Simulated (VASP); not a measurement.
# FeO (Wuestite) (Fm-3m) in VASP: further runs

The runs below take FeO (Wuestite) through single point, with LDA.

All numbers are computed with VASP 6.6.1; they aren't measurements. Logs are shortened: lines on timing, memory, paths and dates and some standing lists are left out, and cuts for length are marked.

### Step 1. The structure

Symmetry: Fm-3m, No. 225, cubic system. Conventional cell: a = 4.311 Å, b = 4.311 Å, c = 4.311 Å, α = 90.00°, β = 90.00°, γ = 90.00°. Fe (site symmetry m-3m) is surrounded by 6 O at 2.16 Å. O (site symmetry m-3m) is surrounded by 6 Fe at 2.16 Å.

### Step 2. Single point, LDA, collinear spin, ferromagnetic start

Contents of INCAR:

```
PREC     = Accurate       # precision mode
ENCUT    = 450            # plane-wave cutoff, eV
EDIFF    = 1E-7           # SCF threshold, eV
ISMEAR   = 0              # smearing method
SIGMA    = 0.05           # smearing width, eV
LREAL    = False          # projectors in reciprocal space
LASPH    = True           # aspherical terms in the spheres
NELM     = 100            # most SCF steps
ALGO     = Normal         # electronic algorithm
ISIF     = 2              # what is computed and relaxed
LWAVE    = False          # write WAVECAR
LCHARG   = False          # write CHGCAR
ISPIN    = 2              # spin polarisation
MAGMOM   = 3 0            # initial moments
LORBIT   = 11             # projections on sites
LMAXMIX  = 4              # l up to which the mixer works
NBANDS   = 18             # bands
ADDGRID  = False
```

Contents of KPOINTS:

```
Automatic mesh
0
Gamma
  2 2 2
```

Contents of POSCAR:

```
FeO
1.0
    0.0000000000      2.1554000000      2.1554000000
    2.1554000000      0.0000000000      2.1554000000
    2.1554000000      2.1554000000      0.0000000000
Fe O
1 1
Direct
    0.0000000000      0.0000000000      0.0000000000
    0.5000000000      0.5000000000      0.5000000000
```

Potentials or basis: VASP PAW LDA potentials, release 64 (Fe, O).

Started as:

```console
cat potpaw_LDA.64/Fe/POTCAR potpaw_LDA.64/O/POTCAR > POTCAR
mpirun -np 1 vasp_std > vasp.out
```

OUTCAR:

```text
PREC = Accurate
   ENCUT = 450
   EDIFF = 1E-7
   ISMEAR = 0
   LREAL = False
   LASPH = True
   NELM = 100
   ISIF = 2
   ISPIN = 2
   LORBIT = 11

 Found      3 irreducible k-points:

 Following reciprocal coordinates:
            Coordinates               Weight
  0.000000  0.000000  0.000000      1.000000
  0.500000  0.000000  0.000000      4.000000
  0.500000  0.500000  0.000000      3.000000
   k-points           NKPTS =      3   k-points in BZ     NKDIM =      3   number of bands    NBANDS=     18
   number of dos      NEDOS =    301   number of ions     NIONS =      2
   total plane-waves  NPLWV =  13824
   dimension x,y,z NGX =    24 NGY =   24 NGZ =   24
   dimension x,y,z NGXF=    48 NGYF=   48 NGZF=   48
   ions per type =               1   1
   NGX,Y,Z   is equivalent  to a cutoff of  13.09, 13.09, 13.09 a.u.
   NGXF,Y,Z  is equivalent  to a cutoff of  26.18, 26.18, 26.18 a.u.
 SYSTEM =  unknown system
   PREC   = accura    normal or accurate (medium, high low for compatibility)
   ISTART =      0    job   : 0-new  1-cont  2-samecut
   ICHARG =      2    charge: 1-file 2-atom 10-const
   ISPIN  =      2    spin polarized calculation?
   LNONCOLLINEAR =      F non collinear calculations
   LSORBIT =      F    spin-orbit coupling
   LASPH  =      T    aspherical Exc in radial PAW
   ENCUT  =  450.0 eV  33.07 Ry    5.75 a.u.   5.27  5.27  5.27*2*pi/ulx,y,z
   NELM   =    100;   NELMIN=  2; NELMDL= -5     # of ELM steps
   EDIFF  = 0.1E-06   stopping-criterion for ELM
   LREAL  =      F    real-space projection
   EDIFFG = 0.1E-05   stopping-criterion for IOM
   NSW    =      0    number of steps for IOM
   IBRION =     -1    ionic relax: 0-MD 1-quasi-New 2-CG
   NFREE  =      0    steps in history (QN), initial steepest desc. (CG)
   ISIF   =      2    stress and relaxation
   ISYM   =      2    0-nonsym 1-usesym 2-fastsym
   POTIM  = 0.5000    time-step for ionic-motion
   TEBEG  =    0.0;   TEEND  =   0.0 temperature during run
   PSTRESS=    0.0 pullay stress
   NELECT =      14.0000    total number of electrons
   NUPDOWN=      -1.0000    fix difference up-down
   EMIN   =  10.00;   EMAX   =-10.00  energy-range for DOS
   EFERMI =   0.00;   METHOD = LEGACY
   ISMEAR =     0;   SIGMA  =   0.05  broadening in eV -4-tet -1-fermi 0-gaus
   EFERMI_NEDOS =   21; number of points for ismear=-14 and -15
   IALGO  =     38    algorithm
   IMIX   =      4    mixing-type and parameters
     AMIX     =   0.40;   BMIX     =  1.00
     AMIX_MAG =   1.60;   BMIX_MAG =  1.00
  volume/ion in A,a.u.               =      10.01        67.57
  Fermi-wavevector in a.u.,A,eV,Ry     =   1.452935  2.745650 28.722187  2.111021
  Thomas-Fermi vector in A             =   2.570260
   LORBIT       =     11    0 simple, 1 ext, 2 COOP (PROOUT), +10 PAW based schemes
   GGA     = CA    functional components
   LHFCALC =     F    Hartree Fock is set to
   AEXX    =    0.0000 exact exchange contribution
   IVDW    =     0    specifies the selected vdW correction
   LEPSILON=     F    determine dielectric tensor
   LRPA    =     F    only Hartree local field effects (RPA)
 spin polarized calculation
 Gauss-broadening in eV      SIGMA  =   0.05
  energy-cutoff  :      450.00
  volume of cell :       20.03
 maximum number of plane-waves:       444
 NGX is ok and might be reduce to    24
   NGX = 11   NGY = 11   NGZ = 11

 number of electron      13.9999999 magnetization       2.0389320

 Free energy of the ion-electron system (eV)
  ---------------------------------------------------
  ext. energy  EPLUGINS =         0.00000000
  ---------------------------------------------------
  free energy    TOTEN  =       -15.95249845 eV

  energy without entropy =      -15.93783116  energy(sigma->0) =      -15.94516481

 E-fermi :   6.1236     XC(G=0): -12.6223

 val. band max:        6.1140841364   @ k =   0.5000   0.0000   0.0000
 cond. band min:       6.1594449807   @ k =   0.0000   0.0000   0.0000
 fundamental gap:      0.0453608443
 Fermi energy:         6.1235528540

 spin component 1

 k-point     1 :       0.0000    0.0000    0.0000
  band No.  band energies     occupation
      1     -14.7375      1.00000
      2       1.8467      1.00000
      3       1.8467      1.00000
      4       1.8467      1.00000
      5       3.2601      1.00000
      6       3.2601      1.00000
[... 10 lines left out ...]
     17      26.8098      0.00000
     18      29.8690      0.00000

 k-point     2 :       0.5000    0.0000    0.0000
  band No.  band energies     occupation
      1     -13.5520      1.00000
      2      -2.8226      1.00000
      3      -0.3491      1.00000
      4      -0.3491      1.00000
      5       4.2120      1.00000
      6       4.2120      1.00000
[... 10 lines left out ...]
     17      29.6304      0.00000
     18      32.1108      0.00000

 k-point     3 :       0.5000    0.5000    0.0000
  band No.  band energies     occupation
      1     -13.5709      1.00000
      2      -1.6060      1.00000
      3       0.7207      1.00000
      4       0.7207      1.00000
      5       2.1665      1.00000
      6       4.2740      1.00000
[... 10 lines left out ...]
     17      35.4925      0.00000
     18      35.4925      0.00000
 Fermi energy:         6.1235528540

 spin component 2

 k-point     1 :       0.0000    0.0000    0.0000
  band No.  band energies     occupation
      1     -14.6834      1.00000
      2       1.8663      1.00000
      3       1.8663      1.00000
      4       1.8663      1.00000
      5       5.0093      1.00000
      6       5.0093      1.00000
[... 10 lines left out ...]
     17      27.5352      0.00000
     18      30.3875      0.00000

 k-point     2 :       0.5000    0.0000    0.0000
  band No.  band energies     occupation
      1     -13.5284      1.00000
      2      -2.5620      1.00000
      3       0.0471      1.00000
      4       0.0471      1.00000
      5       6.1141      0.60558
      6       6.1141      0.60558
[... 10 lines left out ...]
     17      29.8613      0.00000
     18      32.3802      0.00000

 k-point     3 :       0.5000    0.5000    0.0000
  band No.  band energies     occupation
      1     -13.5361      1.00000
      2      -1.4877      1.00000
      3       0.7768      1.00000
      4       0.7768      1.00000
      5       3.6480      1.00000
      6       5.8555      1.00000
[... 10 lines left out ...]
     17      35.6350      0.00000
     18      35.6350      0.00000

------------------------ aborting loop because EDIFF is reached ----------------------------------------

  FORCE on cell =-STRESS in cart. coord.  units (eV):
  Direction    XX          YY          ZZ          XY          YZ          ZX
  --------------------------------------------------------------------------------------
  -------------------------------------------------------------------------------------
  Total       -4.7658519     -4.7658519     -4.7658519     -0.0000000      0.0000000     -0.0000000
  in kB     -381.2742639   -381.2742639   -381.2742639     -0.0000000      0.0000000     -0.0000000
  external PRESSURE =    -381.2742639 kB  Pullay stress =       0.0000000 kB

 VOLUME and BASIS-vectors are now :
 -----------------------------------------------------------------------------
  energy-cutoff  :      450.00
  volume of cell :       20.03
      direct lattice vectors                 reciprocal lattice vectors
     0.000000000  2.155400000  2.155400000    -0.231975503  0.231975503  0.231975503
     2.155400000  0.000000000  2.155400000     0.231975503 -0.231975503  0.231975503
     2.155400000  2.155400000  0.000000000     0.231975503  0.231975503 -0.231975503

 POSITION                                       TOTAL-FORCE (eV/Angst)
 -----------------------------------------------------------------------------------
      0.00000      0.00000      0.00000         0.000000      0.000000      0.000000
      2.15540      2.15540      2.15540         0.000000      0.000000      0.000000
 -----------------------------------------------------------------------------------
    total drift:                                0.000000     -0.000000     -0.000000

  FREE ENERGIE OF THE ION-ELECTRON SYSTEM (eV)
  ---------------------------------------------------
  free  energy   TOTEN  =       -15.9524984527 eV

  energy  without entropy=      -15.9378311645  energy(sigma->0) =      -15.94516481

 total charge

# of ion       s       p       d       tot
------------------------------------------
    1        0.228   0.334   6.327   6.889
    2        1.540   3.370   0.000   4.910
--------------------------------------------------
tot          1.768   3.704   6.327  11.799

 magnetization (x)

# of ion       s       p       d       tot
------------------------------------------
    1        0.019   0.007   1.985   2.011
    2        0.022  -0.028   0.000  -0.006
--------------------------------------------------
tot          0.040  -0.021   1.985   2.005
```

stdout:

```text
POSCAR found type information on POSCAR FeO
 POSCAR found :  2 types and       2 ions
 scaLAPACK will be used
 LDA part: xc-table for (Slater(with rela. corr.)+CA(PZ))
 , standard interpolation
 POSCAR, INCAR and KPOINTS ok, starting setup
 FFT: planning ... GRIDC
 FFT: planning ... GRID_SOFT
 FFT: planning ... GRID
 WAVECAR not read
 entering main loop
```

It took 7.2 s on 1 thread of Intel Xeon Platinum 8375C at 2.90GHz (Ice Lake), shared host; peak memory 0.12 GiB.

The run converged, but some of its settings lie outside the range that counts as converged, so its numbers aren't taken as properties of the crystal.

Results:

```yaml
Free_energy: -15.9525 eV
Band_gap_on_the_k_mesh: none (metal or under the smearing width)
Net_moment: 2.04 μB per cell
Site_moments: Fe +2.01; O -0.01 μB
Valence_electrons_inside_the_program's_atomic_spheres: Fe 6.89; O 4.91
```

Caveat: the k mesh is coarse (spacing up to 1.26 Å⁻¹), so the values aren't converged; the cutoff is under 1.25 times the usual one of these potentials, so pressure, stress and relaxed cells hold a basis-set (Pulay) error; a pressure of tens of GPa on the cell as given is suspect, and the run, the potentials or the cell itself is likely at fault; a cell with one magnetic atom can't hold antiferromagnetic order, which such compounds often take; semilocal functionals often make such compounds metallic where correlation or magnetic order opens a gap, which also shifts bond lengths.

### Step 3. Single point, LDA, collinear spin, ferromagnetic start

Changes to INCAR since step 2:

```diff
@@ -1,3 +1,3 @@
 PREC     = Accurate       # precision mode
-ENCUT    = 450            # plane-wave cutoff, eV
+ENCUT    = 550            # plane-wave cutoff, eV
 EDIFF    = 1E-7           # SCF threshold, eV
```

KPOINTS is that of step 2.

POSCAR is that of step 2.

Potentials or basis: VASP PAW LDA potentials, release 64 (Fe, O).

Started as:

```console
cat potpaw_LDA.64/Fe/POTCAR potpaw_LDA.64/O/POTCAR > POTCAR
mpirun -np 1 vasp_std > vasp.out
```

OUTCAR:

```text
PREC = Accurate
   ENCUT = 550
   EDIFF = 1E-7
   ISMEAR = 0
   LREAL = False
   LASPH = True
   NELM = 100
   ISIF = 2
   ISPIN = 2
   LORBIT = 11

 Found      3 irreducible k-points:

 Following reciprocal coordinates:
            Coordinates               Weight
  0.000000  0.000000  0.000000      1.000000
  0.500000  0.000000  0.000000      4.000000
  0.500000  0.500000  0.000000      3.000000
   k-points           NKPTS =      3   k-points in BZ     NKDIM =      3   number of bands    NBANDS=     18
   number of dos      NEDOS =    301   number of ions     NIONS =      2
   total plane-waves  NPLWV =  13824
   dimension x,y,z NGX =    24 NGY =   24 NGZ =   24
   dimension x,y,z NGXF=    48 NGYF=   48 NGZF=   48
   ions per type =               1   1
   NGX,Y,Z   is equivalent  to a cutoff of  13.09, 13.09, 13.09 a.u.
   NGXF,Y,Z  is equivalent  to a cutoff of  26.18, 26.18, 26.18 a.u.
 SYSTEM =  unknown system
   PREC   = accura    normal or accurate (medium, high low for compatibility)
   ISTART =      0    job   : 0-new  1-cont  2-samecut
   ICHARG =      2    charge: 1-file 2-atom 10-const
   ISPIN  =      2    spin polarized calculation?
   LNONCOLLINEAR =      F non collinear calculations
   LSORBIT =      F    spin-orbit coupling
   LASPH  =      T    aspherical Exc in radial PAW
   ENCUT  =  550.0 eV  40.42 Ry    6.36 a.u.   5.83  5.83  5.83*2*pi/ulx,y,z
   NELM   =    100;   NELMIN=  2; NELMDL= -5     # of ELM steps
   EDIFF  = 0.1E-06   stopping-criterion for ELM
   LREAL  =      F    real-space projection
   EDIFFG = 0.1E-05   stopping-criterion for IOM
   NSW    =      0    number of steps for IOM
   IBRION =     -1    ionic relax: 0-MD 1-quasi-New 2-CG
   NFREE  =      0    steps in history (QN), initial steepest desc. (CG)
   ISIF   =      2    stress and relaxation
   ISYM   =      2    0-nonsym 1-usesym 2-fastsym
   POTIM  = 0.5000    time-step for ionic-motion
   TEBEG  =    0.0;   TEEND  =   0.0 temperature during run
   PSTRESS=    0.0 pullay stress
   NELECT =      14.0000    total number of electrons
   NUPDOWN=      -1.0000    fix difference up-down
   EMIN   =  10.00;   EMAX   =-10.00  energy-range for DOS
   EFERMI =   0.00;   METHOD = LEGACY
   ISMEAR =     0;   SIGMA  =   0.05  broadening in eV -4-tet -1-fermi 0-gaus
   EFERMI_NEDOS =   21; number of points for ismear=-14 and -15
   IALGO  =     38    algorithm
   IMIX   =      4    mixing-type and parameters
[... 34 lines left out ...]
 cond. band min:       6.1593669596   @ k =   0.0000   0.0000   0.0000
 fundamental gap:      0.0450595933
 Fermi energy:         6.1237545335

 spin component 1

 k-point     1 :       0.0000    0.0000    0.0000
  band No.  band energies     occupation
      1     -14.7395      1.00000
      2       1.8464      1.00000
      3       1.8464      1.00000
      4       1.8464      1.00000
      5       3.2597      1.00000
      6       3.2597      1.00000
[... 39 lines left out ...]
      4       0.7237      1.00000
      5       2.1664      1.00000
      6       4.2739      1.00000
[... 10 lines left out ...]
     17      35.4894      0.00000
     18      35.4894      0.00000
 Fermi energy:         6.1237545335

 spin component 2

 k-point     1 :       0.0000    0.0000    0.0000
  band No.  band energies     occupation
      1     -14.6853      1.00000
      2       1.8660      1.00000
      3       1.8660      1.00000
      4       1.8660      1.00000
      5       5.0091      1.00000
      6       5.0091      1.00000
[... 40 lines left out ...]
      5       3.6481      1.00000
      6       5.8557      1.00000
[... 10 lines left out ...]
     17      35.6319      0.00000
     18      35.6319      0.00000

------------------------ aborting loop because EDIFF is reached ----------------------------------------

  FORCE on cell =-STRESS in cart. coord.  units (eV):
  Direction    XX          YY          ZZ          XY          YZ          ZX
  --------------------------------------------------------------------------------------
  -------------------------------------------------------------------------------------
  Total       -4.6178894     -4.6178894     -4.6178894     -0.0000000      0.0000000     -0.0000000
  in kB     -369.4370783   -369.4370783   -369.4370783     -0.0000000      0.0000000     -0.0000000
  external PRESSURE =    -369.4370783 kB  Pullay stress =       0.0000000 kB

 VOLUME and BASIS-vectors are now :
 -----------------------------------------------------------------------------
  energy-cutoff  :      550.00
  volume of cell :       20.03
      direct lattice vectors                 reciprocal lattice vectors
     0.000000000  2.155400000  2.155400000    -0.231975503  0.231975503  0.231975503
     2.155400000  0.000000000  2.155400000     0.231975503 -0.231975503  0.231975503
     2.155400000  2.155400000  0.000000000     0.231975503  0.231975503 -0.231975503

 POSITION                                       TOTAL-FORCE (eV/Angst)
 -----------------------------------------------------------------------------------
      0.00000      0.00000      0.00000         0.000000      0.000000      0.000000
      2.15540      2.15540      2.15540         0.000000      0.000000      0.000000
 -----------------------------------------------------------------------------------
    total drift:                                0.000000     -0.000000     -0.000000

  FREE ENERGIE OF THE ION-ELECTRON SYSTEM (eV)
  ---------------------------------------------------
  free  energy   TOTEN  =       -15.9491972299 eV

  energy  without entropy=      -15.9345195275  energy(sigma->0) =      -15.94185838

 total charge

# of ion       s       p       d       tot
------------------------------------------
    1        0.228   0.334   6.327   6.889
    2        1.529   3.367   0.000   4.896
--------------------------------------------------
tot          1.757   3.701   6.327  11.785

 magnetization (x)

# of ion       s       p       d       tot
------------------------------------------
    1        0.019   0.007   1.985   2.011
    2        0.022  -0.028   0.000  -0.006
--------------------------------------------------
tot          0.040  -0.021   1.985   2.005
```

stdout:

```text
POSCAR found type information on POSCAR FeO
 POSCAR found :  2 types and       2 ions
 scaLAPACK will be used
 LDA part: xc-table for (Slater(with rela. corr.)+CA(PZ))
 , standard interpolation
 POSCAR, INCAR and KPOINTS ok, starting setup
 FFT: planning ... GRIDC
 FFT: planning ... GRID_SOFT
 FFT: planning ... GRID
 WAVECAR not read
 entering main loop
```

Wall time 6.4 s (1 thread of Intel Xeon Platinum 8375C at 2.90GHz (Ice Lake), shared host); peak memory 0.13 GiB.

The run converged, but some of its settings lie outside the range that counts as converged, so its numbers aren't taken as properties of the crystal.

What came out:

- Free energy: -15.9492 eV
- Pressure: -36.9 GPa
- Band gap on the k mesh: none (metal or under the smearing width)
- Net moment: 2.04 μB per cell
- Site moments: Fe +2.01; O -0.01 μB
- Valence electrons inside the program's atomic spheres: Fe 6.89; O 4.90

Caveat: the k mesh is coarse (spacing up to 1.26 Å⁻¹), so the values aren't converged; a pressure of tens of GPa on the cell as given is suspect, and the run, the potentials or the cell itself is likely at fault; a cell with one magnetic atom can't hold antiferromagnetic order, which such compounds often take; semilocal functionals often make such compounds metallic where correlation or magnetic order opens a gap, which also shifts bond lengths.

(Continued in part 2 of 2.)
